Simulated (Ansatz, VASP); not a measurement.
**Two plane-wave programs on AlNi3**

```
Al Ni
1.0
     3.56800    0.00000    0.00000
     0.00000    3.56800    0.00000
     0.00000    0.00000    3.56800
Al Ni
1 3
Direct
  0.00000 0.00000 0.00000
  0.00000 0.50000 0.50000
  0.50000 0.00000 0.50000
  0.50000 0.50000 0.00000
```

Alike in both runs: task single point; functional LDA; k mesh 6 × 6 × 6; occupations gaussian, width 0.1 eV; collinear spin.

|  | VASP | Ansatz |
| --- | --- | --- |
| version | VASP 6.6.1 | Ansatz 0.2.0 |
| potentials or method | VASP PAW LDA potentials, release 64 (Al, Ni) | scalar-relativistic, plane waves, PAW |
| plane-wave cutoff (eV) | 520 | 420 |
| valence electrons in the cell | 33 | 57 |

|  | VASP | Ansatz | Ansatz less VASP |
| --- | --- | --- | --- |
| gap on the k mesh at the Fermi level (eV) | none | none | - |
| pressure (GPa) | -13.6 | -13.9 | -0.26 |
| net moment per atom (μB) | 0.15 | 0.16 | +0.014 |
| size of the moment on the site where the two differ most (μB) | 0.21 | 0.24 | +0.028 |

Site moments also hang on the region over which each program counts them. A gap of «none» marks a metal or a gap that the smearing closes. The two sets of potentials don't hold the same shells in valence.
